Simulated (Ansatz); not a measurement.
Runs of Ansatz 0.2.0 on Hf. It takes space group Fm-3m (No. 225, cubic). The conventional cell has a = 4.440 Å, b = 4.440 Å, c = 4.440 Å, α = 90.00°, β = 90.00°, γ = 90.00°. Hf (site symmetry m-3m) has 12 Hf at 3.14 Å as nearest neighbours. This isn't the form of Hf at room conditions, which is hcp.

| task | level | spin | cell | k mesh | cutoff (eV) | points for each segment of the path | gap on the mesh (eV) | pressure (GPa) | relaxed volume (Å³/atom) |
| --- | --- | --- | --- | --- | --- | --- | --- | --- | --- |
| band structure | r2SCAN | SOC, no magnetisation | as given | 7 × 7 × 7 | 500 | 14 | none | (a) | - |
| band structure | BLYP | off | as given | 10 × 10 × 10 | 420 | 14 | none | (b) | - |
| relaxation of cell and atoms | revPBE | off | relaxed | 10 × 10 × 10 | 420 | - | none | 0.0 | 23.00 |
| band structure | r2SCAN | off | as given | 10 × 10 × 10 | 500 | 14 | none | 2.5 | - |
| relaxation of cell and atoms | PBEsol+D3(BJ) | off | relaxed | 10 × 10 × 10 | 420 | - | none | 0.0 | 20.78 |

Alike in all rows: potentials or basis Ansatz PAW; smearing fermi-dirac 0.05 eV.

Problem. Estimate the missing entries.

Solution. (a) 2.3; (b) 6.0.

Caveats: the PAW data sets come from PBE, with cores solved anew for the run's functional, which leaves a small shift of forces and pressure; spin-orbit coupling is left out, which moves the levels of the heavy elements (some runs); the plane-wave basis is chosen anew once the cell has moved, so the energies of steps on either side of that aren't comparable (some runs); pairwise dispersion overbinds metals, which lowers pressure and volume (some runs).

A k mesh can miss the band edges, and rows without SOC leave out spin-orbit coupling on Hf.

A gap of «none» marks a metal or a gap under the smearing width.

Runs at the PBE level aren't shown here.
